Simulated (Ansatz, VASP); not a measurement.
# AlN (AlN (P6_3mc)): VASP beside Ansatz, part 2 of 2

Wanted: the spread between two codes on one cell, functional and k mesh. The cell is taken from a series of runs on this material, whose earlier steps may have relaxed, scaled, displaced or heated it; both programs get it as it stands.

VASP 6.6.1 and Ansatz 0.2.0.

So far. Step 2 (VASP: single point, HSE06 form with 40 % exact exchange …): The run ends at a pressure of -5.03 GPa, with forces up to 0.015 eV/Å.

### 3. Ansatz: single point, HSE06 form with 40 % exact exchange with an exact-exchange share of 0.4

Level of this step: Ansatz beside VASP: Kohn-Sham DFT, plane waves, HSE06 form with 40 % exact exchange (Ansatz).

Ansatz runs on its PAW soft_1 files.

The same cell, functional and mesh now go to Ansatz.

Input file input.yaml:

```yaml
crystal:
  lattice:
    - [-4.670411061748, 2.696463026972, 4.9836768]
    - [4.670411061748, -2.696463026972, 4.9836768]
    - [1.556803651748, 2.696463078991, -4.9836768]
  atoms:
    - { symbol: Al, position: [0.4162135683222, 0.08282765179014, 5.435822672717e-18] }
    - { symbol: Al, position: [0.4162135683222, 0.5828276517901, 0.5] }
    - { symbol: Al, position: [0.9162135683222, 0.08282765179014, 0.5] }
    - { symbol: Al, position: [0.9162135683222, 0.5828276517901, 7.14129044942e-17] }
    - { symbol: Al, position: [0.3328276517901, 0.1662135683222, 0.5] }
    - { symbol: Al, position: [0.3328276517901, 0.6662135683222, -2.113758169572e-16] }
    - { symbol: Al, position: [0.8328276517901, 0.1662135683222, 1.216910904303e-16] }
    - { symbol: Al, position: [0.8328276517901, 0.6662135683222, 0.5] }
    - { symbol: "N", position: [0.1070811458083, 0.2738776340793, 0.5] }
    - { symbol: "N", position: [0.1070811458083, 0.7738776340793, -2.974143932547e-16] }
    - { symbol: "N", position: [0.6070811458083, 0.2738776340793, 9.116366536406e-17] }
    - { symbol: "N", position: [0.6070811458083, 0.7738776340793, 0.5] }
    - { symbol: "N", position: [0.02387763407928, 0.3570811458083, -1.361139048561e-16] }
    - { symbol: "N", position: [0.02387763407928, 0.8570811458083, 0.5] }
    - { symbol: "N", position: [0.5238776340793, 0.3570811458083, 0.5] }
    - { symbol: "N", position: [0.5238776340793, 0.8570811458083, -1.256479742659e-16] }
basis:
  ecutwfc: 420.0
  ecutrho_ratio: 4
  xc_grid: 2
  fft_grid_basis: typed
  precision: f64
kpoints:
  mp_grid: { grid: [2, 2, 2], shift: [0.25, 0.25, 0.25] }
  band_path: { path: [VBM, CBM], npoints: 1 }
hamiltonian:
  xc: { preset: hse06, exx: 0.4 }
  pseudopotentials:
    kind: paw
    azcp:
      folder: soft_1
      "N": "soft_1/N.paw.azcp"
      Al: "soft_1/Al.paw.azcp"
scf:
  max_iter: 60
  occupations: { method: fixed }
output:
  forces: true
checkpoint:
  write: "../host.a40.run"
  compress: false
  write_wavefunctions: true
  write_every: 100000
```

Launch:

```bash
> ansatz run input.yaml --threads 32 --pin off --max-ram 84787MiB --backend cuda --events-out ev --progress --plain --runs-dir out --max-vram 78GiB
```

Numbers of over 12 decimals in the logs are rounded to 6 here.

Output:

```text
Warning: kpoints.mp_grid.shift: disabling space-group detection — at a shift other than 0 and half a step a hybrid functional's run that is held to the crystal's symmetry can end above its lowest state, and by default nothing tells of it, so the full k-mesh is solved, and no spatial operation symmetrises the density, except that the density of a phonon batch's undisplaced supercell is averaged over the supercell's ow
exact exchange: scf.exx.singularity resolves to wigner_seitz, which cuts the screened interaction at the faces of the exchange supercell's Wigner-Seitz cell, so that each pair interacts once, at the shortest of its separations (the periodic images that this leaves out come, for a point-like exchange hole, to about 0.002 eV on a filled level). The cut falls within the interaction's reach, and what an exchange supercel
Engine: ansatz 0.2.0, aarch64-unknown-linux-gnu
Pseudopotentials: kind: paw
Pseudopotential: Al, paw, valence charge 3, recommended cutoff 420 eV (normal), soft_1/Al.paw.azcp
Pseudopotential: N, paw, valence charge 5, recommended cutoff 420 eV (normal), soft_1/N.paw.azcp
Functional definition: unnamed
  parameter a_1 = 0.4
  parameter omega_1 = 0.207870/angstrom
  exchange = pbe_x + (-a_1)*pbe_x_sr(omega_1) + a_1*exact_x_sr(omega_1)
  correlation = pbe_c
davidson cushion auto → on  (no smearing: the cushion is to keep the highest requested band from converging to the state above it; pin scf.eigensolver.cushion to override)
[...]
Crystal: 16 atoms, lattice volume = 167.366 Å³
Basis set: ecut = 420 eV, 3277 PW (Γ), exchange–correlation on 100×100×80 points (8 copies of the dense FFT grid, shifted against one another)
Bands: 48, of which v1, the nominal top of the filled ones, is band 32 counted from 1 (31 counted from 0)
Symmetry: 1 space group operations
k-points: 8
Non-local potential: Al, projectors of the file, l = 0: 2, l = 1: 2, l = 2: 1
Non-local potential: N, projectors of the file, l = 0: 2, l = 1: 2, l = 2: 1
PAW form: soft (Blöchl's): semilocal exchange-correlation on the pseudo side does not see the compensation charge
PAW frozen core: Al, regenerated for the run's functional, and the local potential with it (the file was generated under x = pbe(κ = 0.804, μ = 0.219515), c = pbe(β = 0.066725))
PAW frozen core: N, regenerated for the run's functional, and the local potential with it (the file was generated under x = pbe(κ = 0.804, μ = 0.219515), c = pbe(β = 0.066725))
PAW one-centre angular grid: Al, 110 points (default); XC on 64 Gauss nodes
PAW one-centre angular grid: N, 110 points (default); XC on 64 Gauss nodes
Initial density: superposition of atomic densities (chi_scale 0.1, normalization cell, long waves kept (reshape's long-wave potential 0.00 eV rms))
Initial wavefunctions: pseudopotential atomic-orbital guess
[...]
Functional: x = pbe(κ = 0.804, μ = 0.219515), c = pbe(β = 0.066725), warm-up for x = pbe(κ = 0.804, μ = 0.219515) + 0.4 (exact − pbe) at short range (hse, ω = 0.207870 Å⁻¹), c = pbe(β = 0.066725)
SCF iter   1: F=—  HF=-7405.597007 eV  |Δ(HF+E_count)|=         —  Δρ=1.39e-1  dr2=3.95e1  Hψ=1478
preconditioner: auto → none  [insulator: Δε(μ)=6.436 eV  Ē_g=14.262 eV  n_scr=34 (ndim 8)  ℏωp=23.0 eV  f_vac=0.000]
SCF iter   2: F=—  HF=-7395.670124 eV  |Δ(HF+E_count)|=    9.93e0  Δρ=7.64e-2  dr2=5.82e0  Hψ=1104
[...]
SCF iter   5: F=-7394.006560 eV  HF=-7394.007426 eV  |Δ(HF+E_count)|=   1.98e-3  Δρ=1.32e-3  dr2=1.27e-3  Hψ=1257
SCF 1 stopped early in 5 iterations: F = -7394.006560 eV  dr2 = 1.27e-3
  greatest PAW one-centre occupation: 0.790 electrons in one spin orbital (limit 2), on the N atom at site 9 (counted from 0), in its partial waves of l = 0
[...]
Exchange kernel: α = 0.4000, screened, ω = 0.2079 Å⁻¹, Wigner–Seitz truncation, v(0) = 960.0235 eV·Å³, q-mesh 2×2×2, nearest image of the exchange supercell L = 11.75 Å, pair-density grid 27×27×24, without the augmentation charges, whose exchange is taken in its separable form by FFT convolution over the k-point mesh (sized by the pseudopotential files, 32×40×32 at the most), smooth part of the exact exchange by dens
Frozen-core exchange: fock
SCF iter   1: F=—  HF=-7400.202957 eV  |Δ(HF+E_count)|=         —  Δρ=8.43e-3  dr2=6.48e-2  Hψ=1892
preconditioner: auto → none  [insulator: Δε(μ)=7.635 eV  Ē_g=16.324 eV  n_scr=34 (ndim 8)  ℏωp=23.0 eV  f_vac=0.000]
SCF iter   2: F=—  HF=-7400.174406 eV  |Δ(HF+E_count)|=   2.86e-2  Δρ=3.94e-3  dr2=1.97e-2  Hψ=1168
[...]
SCF iter   6: F=-7400.245575 eV  HF=-7400.245590 eV  |Δ(HF+E_count)|=   1.10e-4  Δρ=9.49e-5  dr2=3.30e-5  Hψ=1293
SCF 2 stopped early in 6 iterations: F = -7400.245575 eV  dr2 = 3.30e-5
  Residual-converged pass: ⟨swp⟩=3.0  Hψ=976  notcnv=0  max |occ|·‖R‖ = 4.9e-6 eV (tolerance 6.7e-6 eV)  dr2=3.29e-5  dr2_onsite=1.08e-6  max |Δocc| = 0.0e0
  greatest PAW one-centre occupation: 0.791 electrons in one spin orbital (limit 2), on the N atom at site 10 (counted from 0), in its partial waves of l = 0
hybrid outer 1: dexx = +8.792e-2 eV, tail = 2.13e-4 eV
[...]
Exchange kernel: α = 0.4000, screened, ω = 0.2079 Å⁻¹, Wigner–Seitz truncation, v(0) = 960.0235 eV·Å³, q-mesh 2×2×2, nearest image of the exchange supercell L = 11.75 Å, pair-density grid 27×27×24, without the augmentation charges, whose exchange is taken in its separable form by FFT convolution over the k-point mesh (sized by the pseudopotential files, 32×40×32 at the most), smooth part of the exact exchange by dens
Frozen-core exchange: fock
SCF iter   1: F=—  HF=-7400.245038 eV  |Δ(HF+E_count)|=         —  Δρ=1.06e-4  dr2=2.60e-5  Hψ=912
[...]
SCF iter   2: F=—  HF=-7400.245032 eV  |Δ(HF+E_count)|=   6.25e-6  Δρ=3.46e-5  dr2=2.00e-6  Hψ=1048
SCF iter   3: F=—  HF=-7400.245033 eV  |Δ(HF+E_count)|=   1.52e-6  Δρ=1.80e-5  dr2=6.36e-7  Hψ=1293
SCF iter   4: F=—  HF=-7400.245033 eV  |Δ(HF+E_count)|=   1.03e-7  Δρ=1.12e-5  dr2=2.11e-7  Hψ=1033
SCF iter   5: F=—  HF=-7400.245033 eV  |Δ(HF+E_count)|=   7.87e-8  Δρ=8.36e-6  dr2=1.24e-7  Hψ=1054
SCF iter   6: F=-7400.245033 eV  HF=-7400.245033 eV  |Δ(HF+E_count)|=   4.27e-8  Δρ=3.20e-7  dr2=1.08e-9  Hψ=1043
SCF 3 converged in 6 iterations: F = -7400.245033 eV  dr2 = 1.08e-9
  Residual-converged pass: ⟨swp⟩=3.0  Hψ=973  notcnv=0  max |occ|·‖R‖ = 1.0e-6 eV (tolerance 1.3e-6 eV)  dr2=1.08e-9  dr2_onsite=2.48e-11  max |Δocc| = 0.0e0
hybrid outer 2: dexx = +2.617e-6 eV, tail = 8.32e-8 eV, Δε = 3.24e-3 eV (about 7.88e-5 eV left of the loop's levels), ΔF = 7.69e-4 eV/Å (tail 2.66e-4)
[...]
NSCF: frozen V_eff on 216 k-points, pencils in batches of 32, up to order 212
[...]
NSCF: frozen V_eff on 216 k-points, pencils in batches of 32, up to order 212
[...]
NSCF: frozen V_eff on 154 k-points, pencils in batches of 32, up to order 212
[...]
NSCF: frozen V_eff on 16 k-points
[...]
NSCF: frozen V_eff on 48 k-points, pencils in batches of 32, up to order 212
[...]
NSCF: frozen V_eff on 32 k-points, pencils in batches of 32, up to order 212
[...]
NSCF: frozen V_eff on 20 k-points, pencils in batches of 32, up to order 212
[...]
NSCF: frozen V_eff on 48 k-points, pencils in batches of 32, up to order 212
[...]
NSCF: frozen V_eff on 24 k-points, pencils in batches of 32, up to order 212
[...]
NSCF: frozen V_eff on 4 k-points
[...]
NSCF: frozen V_eff on 33 k-points
[...]
NSCF: frozen V_eff on 16 k-points
[...]
NSCF: frozen V_eff on 4 k-points
[...]
NSCF: frozen V_eff on 32 k-points, pencils in batches of 32, up to order 212
[...]
NSCF: frozen V_eff on 16 k-points
[...]
NSCF: frozen V_eff on 4 k-points
[...]
NSCF: frozen V_eff on 10 k-points
[...]
NSCF: frozen V_eff on 2 k-points
hybrid SCF converged: 2 outer / 12 inner (+5 warm-up), last move |dexx| = 2.62e-6 eV, tail = 8.32e-8 eV
Stability not checked: this state was not tested for a lower state beside it, because the functional holds exact exchange (a hybrid, or Hartree-Fock), whose exchange loop this test does not read (fock_operator; see scf.lower_state_search)
Free energy (F): -7400.245034 eV
Frozen-core exchange: fock
Harris-Foulkes:  -7400.245034 eV  (|F-HF|=5.37e-11)
Internal energy: -7400.245034 eV  (E = F + TS)
E sigma→0 (E₀):  -7400.245034 eV
Fermi energy:    5.391183 eV
--- Per-component energies (eV) ---
  E_band       = -24.947278
  E_kinetic    = 1259.033269
  E_local      = -1680.705125  (includes V_loc(G=0)·N_el)
  E_nonlocal   = 343.468391
  E_hartree    = 625.605981
  E_xc         = -553.407643
  E_vxc        = -588.708987  (∫ρ·V_xc dr)
  E_exx        = -230.024466  (= α·E_x^exact, valence–valence)
  E_paw        = -4797.424301  (= ΣΔE_a)
  E_vpaw       = -149.202971  (= ΣTr[D̂ρ^β])
  E_aug_tail   = 0.006842  (compensation charges beyond the density's cutoff)
  E_ewald      = -2365.949552
  E_core_change = -0.848435  (= ΣΔE_core)
  E_smearing   = -0.000000  (= −TS)
  E_closure    = 0.000006  (closes the sum)
  Σ components = -7400.245034   (vs F -7400.245034, Δ=0.00e0)
--- Forces (eV/Å), atoms counted from 1 ---
  atom   1  Al     0.00912187    -0.00526801     0.00610454
  atom   2  Al     0.00912168    -0.00524782     0.00610471
  atom   3  Al     0.00910434    -0.00527301     0.00608632
  atom   4  Al     0.00914024    -0.00527213     0.00610833
  atom   5  Al    -0.00913716     0.00527444     0.00610312
  atom   6  Al    -0.00910698     0.00527104     0.00610381
  [... 10 more lines of this table ...]
  max |Σ_I F_I| component: 8.96e-5 eV/Å
--- Band table (eV; the first three rows and the last of 8) ---
  k-point 0: bands = ["-11.1897", "-10.1016", "-10.1016", "-9.5101", "-9.5100", "-9.3530", "-9.3249", "-9.0273", "-0.1487", "0.0956", "0.2938", "0.2938", "0.8401", "0.8401", "1.1356", "1.3630", "2.750
  k-point 1: bands = ["-11.1897", "-10.1016", "-10.1016", "-9.5101", "-9.5100", "-9.3530", "-9.3249", "-9.0273", "-0.1487", "0.0956", "0.2938", "0.2938", "0.8401", "0.8401", "1.1356", "1.3630", "2.750
  k-point 2: bands = ["-11.5977", "-10.2015", "-9.5436", "-9.5160", "-9.5160", "-9.1850", "-9.1850", "-8.9926", "-0.6058", "-0.4777", "-0.4777", "-0.0471", "-0.0199", "-0.0199", "1.1198", "1.6670", "2
  k-point 7: bands = ["-10.7324", "-10.4799", "-10.4799", "-9.9767", "-9.2294", "-9.0922", "-9.0421", "-9.0421", "-0.0480", "0.2400", "0.4172", "0.4173", "0.8337", "1.2472", "1.2472", "1.3727", "1.899
  guard bands above this table: 5 of the run's 48 bands. The solve was not asked for them (output.publish_guard_bands: true or output.eigenvalues: true publishes all)
```

### 4. Differences

Known differences besides the potentials themselves: exact exchange at q = 0 is treated differently, which shows on coarse meshes; VASP keeps PBE cores, Ansatz makes them for the functional; fixed occupations in Ansatz, narrow Gaussian smearing in VASP; the cutoff is 420 eV in Ansatz and 520 eV in VASP; VASP takes a coarser grid for exact exchange (PRECFOCK = Fast). Total energies have different zeros and are not compared.

The two programs side by side:

```csv
quantity,Ansatz,VASP,difference
gap on the k mesh (eV),7.721,7.693,+0.028
```

At this near-relaxed geometry the largest component of a force difference is 6 meV/Å. A gap on the mesh is an upper bound, since the band edges may lie between its points.

### 5. What came out

```yaml
difference_in_gap_on_the_k_mesh_single_point_hse06_form_with_40_exact_exchange_with_an_exact_exchange_share_of_0p4: 0.028 eV
```

In words: The difference in gap on the k mesh is 0.028 eV (single point, HSE06 form with 40 % exact exchange with an exact-exchange share of 0.4), within the 0.08 eV picked in this series as the mark of a large difference. Such differences can come from data sets, numerical settings and the points named under the comparisons, not from the functional's error against experiment.

[Lines on the potential files, build, host, timing and source positions are cut from VASP's logs without a mark.]

[Logs are printed without paths, hosts, clocks, repeated set-up lines and the standing remarks that a program may print on its own settings, such as how far it seeks lower states.]

[Hosts, paths, dates, database ids (printed as entryN), source tags and the programs' standing remarks are cut or masked in the printed files.]
